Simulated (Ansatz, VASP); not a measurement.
## Two plane-wave programs on AlPt

File INCAR:

```
SYSTEM = AlPt
PREC = Accurate
ENCUT = 520
EDIFF = 1E-7
ISMEAR = -1
SIGMA = 0.05
LREAL = .False.
LASPH = .True.
NELM = 100
ALGO = Normal
ISIF = 2
LWAVE = .False.
LCHARG = .False.
GGA = PS
NBANDS = 14
```

KPOINTS

```
Automatic mesh
0
Gamma
  9 9 9
  0 0 0
```

The input POSCAR:

```
AlPt
1.0
    3.0284355161      0.0000000000      0.0000000000
    0.0000000000      3.0284355161      0.0000000000
    0.0000000000      0.0000000000      3.0284355161
Pt Al
1 1
Direct
    0.5000000000      0.5000000000      0.5000000000
    0.0000000000      0.0000000000      0.0000000000
```

File input.yaml:

```yaml
crystal:
  lattice:
    - [3.0284355161, 0.0, 0.0]
    - [0.0, 3.0284355161, 0.0]
    - [0.0, 0.0, 3.0284355161]
  atoms:
    - { symbol: Pt, position: [0.5, 0.5, 0.5] }
    - { symbol: Al, position: [0.0, 0.0, 0.0] }
hamiltonian:
  xc: pbesol
  pseudopotentials: { kind: paw }
kpoints:
  mp_grid: { grid: [9, 9, 9] }
scf:
  occupations: { method: fermi_dirac, width: 0.05 }
output:
  forces: true
  stress: true
  eigenvalues: true
```

Change from the starting cell: volume scaled by 0.94.

Alike in both runs: task single point; functional PBEsol; k mesh 9 × 9 × 9; occupations fermi-dirac, width 0.05 eV; no spin polarisation.

|  | VASP | Ansatz |
| --- | --- | --- |
| version | VASP 6.6.1 | Ansatz 0.2.0 |
| potentials or method | VASP PAW PBE potentials, release 64 (Pt, Al) | Ansatz PAW |
| plane-wave cutoff (eV) | 520 | 420 |
| valence electrons in the cell | 13 | 21 |

```tsv
	VASP	Ansatz	Ansatz less VASP
gap on the k mesh at the Fermi level (eV)	none	none	-
pressure (GPa)	6.8	6.8	+0.02
```

A gap of «none» marks a metal or a gap that the smearing closes. The functional is the same, so the differences come from potentials, cutoffs and numerics. The two sets of potentials don't hold the same shells in valence.

Caveats: the PAW data sets were made with another functional, which shifts forces and pressure a little (VASP); the PAW data sets come from PBE, with cores solved anew for the run's functional, which leaves a small shift of forces and pressure (Ansatz). The runs have no spin-orbit coupling, so splittings on Pt are missing.
